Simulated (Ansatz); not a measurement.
# CdO (Monteponite) (Fm-3m) in Ansatz: notebook

The runs below take CdO (Monteponite) through single point, with HSE06 form with a typed share of exact exchange.

All numbers are computed with Ansatz 0.2.0; they aren't measurements. Logs are shortened: lines on timing, memory, paths and dates and some standing lists are left out, and cuts for length are marked.

## (1) Starting point

Symmetry: Fm-3m, No. 225, cubic system. Conventional cell: a = 4.699 Å, b = 4.699 Å, c = 4.699 Å, α = 90.00°, β = 90.00°, γ = 90.00°. Around Cd (site symmetry m-3m) lie 6 O at 2.35 Å. O (site symmetry m-3m) has 6 Cd at 2.35 Å as nearest neighbours.

## (2) Single point, HSE06 form with a typed share of exact exchange

input

```
crystal:
  lattice:
    - [0.0, 2.3495, 2.3495]
    - [2.3495, 0.0, 2.3495]
    - [2.3495, 2.3495, 0.0]
  atoms:
    - { symbol: Cd, position: [0.0, 0.0, 0.0] }
    - { symbol: O, position: [0.5, 0.5, 0.5] }
hamiltonian:
  xc: { exchange: pbe, correlation: pbe, exx: { coeff: 0.25, omega: 0.1 } }
  pseudopotentials: { kind: paw }
kpoints:
  mp_grid: { grid: [5, 5, 5] }
scf:
  occupations: { method: fermi_dirac, width: 0.05 }
output:
  forces: true
  stress: true
  eigenvalues: true
```

Potentials or basis: Ansatz PAW.

Standard output:

```text
Warning: output.stress: scf.convergence.dr2_threshold = 1e-7 eV (the SCF's general default) is looser than the 2e-10 eV advised for a printed stress (1e-10 eV for each atom of the cell: 2). What an SCF threshold leaves in a stress goes as its square root, and in the free energy as the threshold itself, and one threshold admits the most on a small cell: of the crystals measured, under no hybrid functional and no lock of the moments, on runs that ended without the residual-converged pass, on stresses that held no estimate of that error, the worst erred by over 100 MPa in a component at 1e-7 eV an atom and by under 5 at 1e-10. Set scf.convergence.dr2_threshold to 2e-10 eV or tighter. The threshold is an SCF's pass mark: one that does not reach it within its budget of iterations ends unconverged, or closes short of it on a stop that the run arms, and scf.convergence.dr2_threshold's page says what that costs each kind of run
Warning: output.stress: scf.exx.energy_threshold = 1e-6 eV is looser than the 2e-8 eV advised for a stress under a hybrid functional (1e-8 eV for each atom of the cell: 2). Every SCF of the exchange loop can meet its threshold on dr2 while the loop round them stops early: no threshold on dr2 bounds what that leaves in the stress. Set scf.exx.energy_threshold to 2e-8 eV or tighter. The threshold is the loop's pass mark: a loop that does not reach it within its budget of cycles ends unconverged, and scf.exx.energy_threshold's page has the law
exact exchange: scf.exx.singularity resolves to wigner_seitz, which cuts the screened interaction at the faces of the exchange supercell's Wigner-Seitz cell, so that each pair interacts once, at the shortest of its separations (the periodic images that this leaves out come, for a point-like exchange hole, to about 0.050 eV on a filled level). The cut falls within the interaction's reach, and what an exchange supercell this small leaves in the energy, the band gaps and, where it is computed, the pressure is not bounded here. The exchange supercell (the smallest cell that an SCF of this deck is solved on times the 5×5×5 mesh of the exchange sum) has its nearest image at L = 16.61 Å, 1.66 times the interaction's range 1/ω = 10.00 Å. A denser mesh of the exchange sum (kpoints.mp_grid; where a k-mesh is refused, the cell repeated along its short axes), shrinks what is left. The k-mesh (kpoints.mp_grid) can leave an error of its own, as it does under a semilocal functional: two runs of this structure under PBE, one on that k-mesh and one on a denser one or on the cell repeated (per cell), show about how large it is in the energy; in a metal the hybrid's can be larger than they show. Converge the k-mesh under the hybrid itself. See scf.exx.q_mesh
GPUs: using 1 of 1 available (devices: 1).
Engine: ansatz 0.2.0, x86_64-unknown-linux-gnu
Pseudopotentials: kind: paw
Pseudopotential: Cd, paw, valence charge 20, recommended cutoff 420 eV (normal), Cd.paw.azcp
Pseudopotential: O, paw, valence charge 6, recommended cutoff 420 eV (normal), O.paw.azcp
Functional definition: unnamed
  parameter a_1 = 0.25
  parameter omega_1 = 0.1/angstrom
  exchange = pbe_x + (-a_1)*pbe_x_sr(omega_1) + a_1*exact_x_sr(omega_1)
  correlation = pbe_c
device memory: the entry about to start is reckoned to put 0.4 GiB on a device that reports 68.7 GiB free (of which the cap on the GPU budget leaves the run 18.0 GiB)
GPU FFT provider: cuFFT
GPU libraries: cuBLAS 13.8.2, cuFFT 12.4.0, cuSOLVER 12.3.4
Crystal: 2 atoms, lattice volume = 25.939 Å³
Basis set: ecut = 420 eV, 531 PW (Γ), exchange–correlation on 48×48×48 points (8 copies of the dense FFT grid, shifted against one another)
Bands: 17, of which v1, the nominal top of the filled ones, is band 13 counted from 1 (12 counted from 0)
Symmetry: 48 space group operations
Space group: Fm-3m (ITA 225), of the structure as read, at distance tolerance 3.0e-5 Å
k-points: 10 of 125
Non-local potential: Cd, projectors of the file, l = 0: 3, l = 1: 2, l = 2: 2, l = 3: 1
Non-local potential: O, projectors of the file, l = 0: 2, l = 1: 2, l = 2: 1
PAW form: soft (Blöchl's): semilocal exchange-correlation on the pseudo side does not see the compensation charge
PAW frozen core: Cd, regenerated for the run's functional, and the local potential with it (the file was generated under x = pbe(κ = 0.804, μ = 0.2195149727645171), c = pbe(β = 0.06672455060314922))
PAW frozen core: O, regenerated for the run's functional, and the local potential with it (the file was generated under x = pbe(κ = 0.804, μ = 0.2195149727645171), c = pbe(β = 0.06672455060314922))
PAW one-centre angular grid: Cd, 590 points (default); XC on 96 Gauss nodes
[... 45 lines left out ...]
SCF iter   3: F=—  HF=-8824.913691 eV  |F-HF|=—  |Δ(HF+E_count)|=   5.76e-8  Δρ=1.43e-5  dr2=1.18e-8  ethr=7.98e-10  ⟨swp⟩=3.0  Hψ=339  notcnv=0
SCF iter   4: F=-8824.913691 eV  HF=-8824.913691 eV  |F-HF|=6.18e-11  |Δ(HF+E_count)|=  7.84e-10  Δρ=9.15e-7  dr2=1.55e-9  ethr=3.97e-11  ⟨swp⟩=3.6  Hψ=386  notcnv=0
SCF 3 converged in 4 iterations: F = -8824.913691 eV  dr2 = 1.55e-9
  Residual-converged pass: ⟨swp⟩=3.0  Hψ=329  notcnv=0  max |occ|·‖R‖ = 2.4e-6 eV (tolerance 2.4e-6 eV)  dr2=1.53e-9  dr2_onsite=1.70e-11  max |Δocc| = 1.8e-14
hybrid outer 2: dexx = +4.200e-7 eV, tail = 3.19e-8 eV, Δε = 3.12e-3 eV (about 1.05e-4 eV left of the loop's levels)
hybrid SCF converged: 2 outer / 11 inner (+4 warm-up), last move |dexx| = 4.20e-7 eV, tail = 3.19e-8 eV
Stability not checked: this state was not tested for a lower state beside it, because the functional holds exact exchange (a hybrid, or Hartree-Fock), whose exchange loop this test does not read (fock_operator; see scf.lower_state_search)
Free energy (F): -8824.913691 eV
Frozen-core exchange: fock
Harris-Foulkes:  -8824.913691 eV  (|F-HF|=6.18e-11)
Internal energy: -8824.913691 eV  (E = F + TS)
E sigma→0 (E₀):  -8824.913691 eV
Entropy (-TS):   -0.000000 eV (-0.000 meV/atom)
Fermi energy:    12.107733 eV
--- Per-component energies (eV) ---
  E_band       = -426.198955
  E_kinetic    = 681.875499
  E_local      = -3039.361142  (includes V_loc(G=0)·N_el)
  E_nonlocal   = 83.804609
  E_hartree    = 1411.243176
  E_xc         = -196.315671
  E_vxc        = -246.439635  (∫ρ·V_xc dr)
  E_exx        = -113.309949  (= α·E_x^exact, valence–valence)
  E_paw        = -4188.622654  (= ΣΔE_a)
  E_vpaw       = -501.947545  (= ΣTr[D̂ρ^β])
  E_aug_tail   = 0.002376  (compensation charges beyond the density's cutoff)
  E_ewald      = -3463.600073
  E_core_change = -0.629856  (= ΣΔE_core)
  E_smearing   = -0.000000  (= −TS)
  E_closure    = -0.000007  (closes the sum)
  Σ components = -8824.913691   (vs F -8824.913691, Δ=0.00e0)
--- Forces (eV/Å), atoms counted from 1 ---
  atom   1  Cd     0.00000000    -0.00000000     0.00000000
  atom   2  O      0.00000000    -0.00000000     0.00000000
  max |Σ_I F_I| component: 2.70e-28 eV/Å
--- Stress (GPa, compression-positive) ---
        0.405288      -0.000000       0.000000
       -0.000000       0.405288       0.000000
       -0.000000       0.000000       0.405288
  P = ⅓ Tr σ = 0.4053 GPa (4.053 kbar)
--- Band table (eV; the first three rows and the last of 10) ---
  k-point 0: bands = ["-93.6598", "-53.4220", "-53.4220", "-53.4220", "-7.5021", "3.9023", "3.9023", "3.9023", "4.1562", "4.1562", "10.0899", "10.0899", "10.0899", "12.7029", "27.8913", "30.6228", "30.6228"]
  k-point 1: bands = ["-93.6593", "-53.4285", "-53.4230", "-53.4230", "-7.2359", "3.7250", "3.7690", "3.7690", "4.1288", "4.1288", "8.3065", "10.5857", "10.5857", "15.1291", "24.8215", "28.3915", "28.3915"]
  k-point 2: bands = ["-93.6586", "-53.4392", "-53.4246", "-53.4246", "-6.7636", "3.1596", "3.3255", "3.3255", "4.4040", "4.4040", "7.3867", "11.3454", "11.3454", "17.4070", "21.6193", "25.8914", "25.8914"]
  k-point 9: bands = ["-93.6582", "-53.4362", "-53.4321", "-53.4280", "-6.7465", "3.6321", "3.6765", "3.8200", "4.5051", "4.6163", "7.9088", "8.7325", "10.0961", "19.5172", "21.7504", "22.8512", "25.5812"]
```

Wall time 6.9 s (1 × NVIDIA H100 80GB HBM3 with 2 threads of AMD EPYC 7R13 (Zen 3), shared host); peak memory 1.6 GiB.

Results:

```
Free energy            : -8824.9137 eV
Pressure               : 0.4 GPa
Band gap on the k mesh : 1.36 eV, indirect (least direct gap 2.61 eV)
```

Caveat: the k mesh is coarse (spacing up to 0.46 Å⁻¹), so the values aren't converged, least of all with exact exchange; odd divisions of the mesh miss points on the zone boundary, where band edges often lie, so the gap on the mesh can be too wide; the pressure holds a Pulay correction of +0.5 GPa for the finite cutoff; the PAW data sets come from PBE, with cores solved anew for the run's functional, which leaves a small shift of forces and pressure; the thresholds are loose for stress. A k mesh can miss the band edges.

## (3) Single point, HSE06 form with a typed share of exact exchange

Edit input of step 2 so:

```diff
@@ -9,3 +9,6 @@
 hamiltonian:
-  xc: { exchange: pbe, correlation: pbe, exx: { coeff: 0.25, omega: 0.1 } }
+  xc:
+    exchange: pbe
+    correlation: pbe
+    exx: { coeff: 0.25, omega: 0.15 }
   pseudopotentials: { kind: paw }
```

Potentials or basis: Ansatz PAW.

It took 5.3 s on 1 × NVIDIA H100 80GB HBM3 with 2 threads of AMD EPYC 7R13 (Zen 3), shared host; peak memory 1.6 GiB.

The run converged. Its results:

```
Free energy            : -8824.8976 eV
Pressure               : 0.5 GPa
Band gap on the k mesh : 1.20 eV, indirect (least direct gap 2.46 eV)
```

Levels at points of the mesh, in eV from the valence-band top:
```csv
k point,band 10,band 11,band 12,band 13,band 14,band 15,band 16,band 17
"(0.00, 0.00, 0.00)",-7.18,-1.26,-1.26,-1.26,1.20,16.38,19.10,19.10
```

Caveat: the k mesh is coarse (spacing up to 0.46 Å⁻¹), so the values aren't converged, least of all with exact exchange; odd divisions of the mesh miss points on the zone boundary, where band edges often lie, so the gap on the mesh can be too wide; the pressure holds a Pulay correction of +0.5 GPa for the finite cutoff; the PAW data sets come from PBE, with cores solved anew for the run's functional, which leaves a small shift of forces and pressure; the thresholds are loose for stress. A k mesh can miss the band edges.

## (4) Single point, HSE06 form with a typed share of exact exchange

Edit input of step 3 so:

```diff
@@ -9,6 +9,3 @@
 hamiltonian:
-  xc:
-    exchange: pbe
-    correlation: pbe
-    exx: { coeff: 0.25, omega: 0.15 }
+  xc: { exchange: pbe, correlation: pbe, exx: { coeff: 0.25, omega: 0.2 } }
   pseudopotentials: { kind: paw }
@@ -22 +19,5 @@
   eigenvalues: true
+  write_density: true
+  write_potential: true
+  elf: true
+  volumetric_format: npy
```

Potentials or basis: Ansatz PAW.

Standard output:

```text
Warning: output.stress: scf.convergence.dr2_threshold = 1e-7 eV (the SCF's general default) is looser than the 2e-10 eV advised for a printed stress (1e-10 eV for each atom of the cell: 2). What an SCF threshold leaves in a stress goes as its square root, and in the free energy as the threshold itself, and one threshold admits the most on a small cell: of the crystals measured, under no hybrid functional and no lock of the moments, on runs that ended without the residual-converged pass, on stresses that held no estimate of that error, the worst erred by over 100 MPa in a component at 1e-7 eV an atom and by under 5 at 1e-10. Set scf.convergence.dr2_threshold to 2e-10 eV or tighter. The threshold is an SCF's pass mark: one that does not reach it within its budget of iterations ends unconverged, or closes short of it on a stop that the run arms, and scf.convergence.dr2_threshold's page says what that costs each kind of run
Warning: output.stress: scf.exx.energy_threshold = 1e-6 eV is looser than the 2e-8 eV advised for a stress under a hybrid functional (1e-8 eV for each atom of the cell: 2). Every SCF of the exchange loop can meet its threshold on dr2 while the loop round them stops early: no threshold on dr2 bounds what that leaves in the stress. Set scf.exx.energy_threshold to 2e-8 eV or tighter. The threshold is the loop's pass mark: a loop that does not reach it within its budget of cycles ends unconverged, and scf.exx.energy_threshold's page has the law
GPUs: using 1 of 1 available (devices: 1).
Engine: ansatz 0.2.0, x86_64-unknown-linux-gnu
Pseudopotentials: kind: paw
Pseudopotential: Cd, paw, valence charge 20, recommended cutoff 420 eV (normal), Cd.paw.azcp
Pseudopotential: O, paw, valence charge 6, recommended cutoff 420 eV (normal), O.paw.azcp
Functional definition: unnamed
  parameter a_1 = 0.25
  parameter omega_1 = 0.2/angstrom
  exchange = pbe_x + (-a_1)*pbe_x_sr(omega_1) + a_1*exact_x_sr(omega_1)
  correlation = pbe_c
device memory: the entry about to start is reckoned to put 0.4 GiB on a device that reports 71.6 GiB free (of which the cap on the GPU budget leaves the run 18.0 GiB)
GPU FFT provider: cuFFT
GPU libraries: cuBLAS 13.8.2, cuFFT 12.4.0, cuSOLVER 12.3.4
Crystal: 2 atoms, lattice volume = 25.939 Å³
[... 78 lines left out ...]
  E_exx        = -108.119222  (= α·E_x^exact, valence–valence)
  E_paw        = -4190.427504  (= ΣΔE_a)
  E_vpaw       = -503.810615  (= ΣTr[D̂ρ^β])
  E_aug_tail   = 0.002375  (compensation charges beyond the density's cutoff)
  E_ewald      = -3463.600073
  E_core_change = -0.628759  (= ΣΔE_core)
  E_smearing   = -0.000002  (= −TS)
  E_closure    = -0.000007  (closes the sum)
  Σ components = -8824.874516   (vs F -8824.874516, Δ=1.82e-12)
--- Forces (eV/Å), atoms counted from 1 ---
  atom   1  Cd    -0.00000000     0.00000000    -0.00000000
  atom   2  O      0.00000000    -0.00000000     0.00000000
  max |Σ_I F_I| component: 1.68e-28 eV/Å
--- Stress (GPa, compression-positive) ---
        0.587922       0.000000      -0.000000
        0.000000       0.587922       0.000000
       -0.000000      -0.000000       0.587922
  P = ⅓ Tr σ = 0.5879 GPa (5.879 kbar)
--- Band table (eV; the first three rows and the last of 10) ---
  k-point 0: bands = ["-93.4537", "-53.2154", "-53.2154", "-53.2154", "-7.2946", "4.1045", "4.1045", "4.1045", "4.3583", "4.3583", "10.2662", "10.2662", "10.2662", "12.5912", "27.7486", "30.4536", "30.4536"]
  k-point 1: bands = ["-93.4532", "-53.2219", "-53.2164", "-53.2164", "-7.0289", "3.9283", "3.9718", "3.9718", "4.3301", "4.3301", "8.5020", "10.7646", "10.7646", "14.9880", "24.6596", "28.2151", "28.2151"]
  k-point 2: bands = ["-93.4525", "-53.2325", "-53.2180", "-53.2180", "-6.5578", "3.3674", "3.5288", "3.5288", "4.6036", "4.6036", "7.5877", "11.5258", "11.5258", "17.2611", "21.4375", "25.7194", "25.7194"]
  k-point 9: bands = ["-93.4521", "-53.2296", "-53.2255", "-53.2214", "-6.5411", "3.8357", "3.8808", "4.0237", "4.7049", "4.8169", "8.1101", "8.9288", "10.2848", "19.3388", "21.5839", "22.6884", "25.4036"]
```

rho_z.tsv:

```text
# z_ang	rho[e/angstrom^3]
# format = ansatz-planar-average/11
# lattice	0.000000000	2.349500000	2.349500000
# lattice	2.349500000	0.000000000	2.349500000
# lattice	2.349500000	2.349500000	0.000000000
# sites	2
# site	48	0.000000000	0.000000000	0.000000000
# site	8	2.349500000	2.349500000	2.349500000
0.000000	2.178251e0
0.138446	2.072929e0
0.276891	1.789587e0
0.415337	1.410230e0
0.553782	1.031287e0
0.692228	7.291679e-1
[... 16 lines left out ...]
3.045804	1.789587e0
3.184249	2.072929e0
```

Run time: 13 s. Hardware: 1 × NVIDIA H100 80GB HBM3 with 2 threads of AMD EPYC 7R13 (Zen 3), shared host; peak memory 1.6 GiB.

Results:

* Free energy: -8824.8745 eV
* Pressure: 0.6 GPa
* Band gap on the k mesh: 1.07 eV, indirect (least direct gap 2.32 eV)

Caveat: the k mesh is coarse (spacing up to 0.46 Å⁻¹), so the values aren't converged, least of all with exact exchange; odd divisions of the mesh miss points on the zone boundary, where band edges often lie, so the gap on the mesh can be too wide; the pressure holds a Pulay correction of +0.5 GPa for the finite cutoff; the PAW data sets come from PBE, with cores solved anew for the run's functional, which leaves a small shift of forces and pressure; the thresholds are loose for stress. A k mesh can miss the band edges.

## (5) The runs side by side

```csv
screening (1/Å),gap on the mesh (eV),pressure (GPa)
0.1,1.36,0.4
0.15,1.20,0.5
0.2,1.07,0.6
```

Alike in all rows: task single point; level HSE06 form with a typed share of exact exchange; potentials or basis Ansatz PAW; no spin polarisation; cell as given; k mesh 5 × 5 × 5; cutoff (eV) 420; smearing fermi-dirac 0.05 eV; the mesh is coarse, so values aren't converged.

Caveats: all runs use coarse meshes; odd divisions of the mesh miss points on the zone boundary, where band edges often lie, so the gap on the mesh can be too wide; the PAW data sets come from PBE, with cores solved anew for the run's functional, which leaves a small shift of forces and pressure; the thresholds are loose for stress.

Total energies depend on the potentials used, so only differences within one code and one set of settings carry meaning.
